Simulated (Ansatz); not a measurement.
(100) slab cut from the bulk of AlP, F-43m (No. 216); the slab's formula is AlP:

```
CELL_PARAMETERS angstrom
3.86812 0.00000 0.00000
0.00000 3.86812 0.00000
0.00000 0.00000 27.30828
ATOMIC_POSITIONS crystal
P 0.00000 0.50000 0.27464
Al 0.50000 0.50000 0.32472
P 0.50000 0.00000 0.37480
Al 0.00000 0.00000 0.42488
P 0.00000 0.50000 0.47496
Al 0.50000 0.50000 0.52504
P 0.50000 0.00000 0.57512
Al 0.00000 0.00000 0.62520
P 0.00000 0.50000 0.67528
Al 0.50000 0.50000 0.72536
```

All numbers below come from DFT PBEsol, scalar-relativistic, plane waves, PAW (Ansatz). Settings: cutoff 420 eV, Γ-centred mesh 7×7×1 on the computed 10-atom cell, Gaussian smearing of 0.05 eV; no spin polarisation. A dipole correction removes the field between periodic images along c.

Q: What forces act on the atoms?

A:
```csv
atom,Fx (eV/Å),Fy (eV/Å),Fz (eV/Å)
P1,0.000,0.000,0.297
Al2,0.000,0.000,-0.421
P3,0.000,0.000,0.316
Al4,0.000,0.000,-0.316
P5,0.000,0.000,0.223
Al6,0.000,0.000,-0.205
P7,0.000,0.000,0.216
Al8,0.000,0.000,-0.265
P9,0.000,0.000,0.007
Al10,0.000,0.000,0.149
```

Cost: 1 run of about 0.54 core-minutes, on Arm Neoverse V1 (shared hosts).